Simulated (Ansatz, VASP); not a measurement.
# One calculation of TiTe2, two programs

INCAR

```
PREC     = Accurate       # precision mode
ENCUT    = 520            # plane-wave cutoff, eV
EDIFF    = 1E-7           # SCF threshold, eV
ISMEAR   = -1             # smearing method
SIGMA    = 0.05           # smearing width, eV
LREAL    = False          # projectors in reciprocal space
LASPH    = True           # aspherical terms in the spheres
NELM     = 100            # most SCF steps
ALGO     = Normal         # electronic algorithm
ISIF     = 2              # what is computed and relaxed
LWAVE    = False          # write WAVECAR
LCHARG   = False          # write CHGCAR
GGA      = PE             # functional
NBANDS   = 19             # bands
```

File KPOINTS:

```
Automatic mesh
0
Gamma
  8 8 4
```

File POSCAR:

```
TiTe2
1.0
    3.7770000000      0.0000000000      0.0000000000
   -1.8885000000      3.2709779501      0.0000000000
    0.0000000000      0.0000000000      6.4980000000
Te Ti
2 1
Direct
    0.3388330000      0.6607440000      0.7419060000
    0.6673940000      0.3380020000      0.2672440000
   -0.0012540000     -0.0001860000      0.0024000000
```

The input input.yaml:

```yaml
crystal:
  lattice:
    - [3.777, 0.0, 0.0]
    - [-1.8885, 3.2709779501, 0.0]
    - [0.0, 0.0, 6.498]
  atoms:
    - { symbol: Te, position: [0.338833, 0.660744, 0.741906] }
    - { symbol: Te, position: [0.667394, 0.338002, 0.267244] }
    - { symbol: Ti, position: [-0.001254, -0.000186, 0.0024] }
hamiltonian:
  xc: pbe
  pseudopotentials: { kind: paw }
kpoints:
  mp_grid: { grid: [8, 8, 4] }
scf:
  occupations: { method: fermi_dirac, width: 0.05 }
output:
  forces: true
  stress: true
  eigenvalues: true
```

Change from the starting cell: atoms moved at random, drawn with an rms of 0.05 Å.

Alike in both runs: task single point; functional PBE; k mesh 8 × 8 × 4; occupations fermi-dirac, width 0.05 eV; no spin polarisation.

```csv
,VASP,Ansatz
version,VASP 6.6.1,Ansatz 0.2.0
potentials or method,"VASP PAW PBE potentials, release 64 (Te, Ti_sv)",Ansatz PAW
plane-wave cutoff (eV),520,420
valence electrons in the cell,24,44
```

```csv
,VASP,Ansatz,Ansatz less VASP
gap on the k mesh at the Fermi level (eV),none,none,-
pressure (GPa),1.0,1.0,+0.01
largest component of the traceless stress (GPa),0.50,0.50,-0.001
rms of the force components (eV/Å),0.095,0.094,-0.0007
```

Atom by atom the forces differ by 0.005 eV/Å (rms over components). A gap of «none» marks a metal or a gap that the smearing closes. The functional is the same, so the differences come from potentials, cutoffs and numerics. The two sets of potentials don't hold the same shells in valence.

Spin-orbit coupling is left out, which matters for the levels of Te.
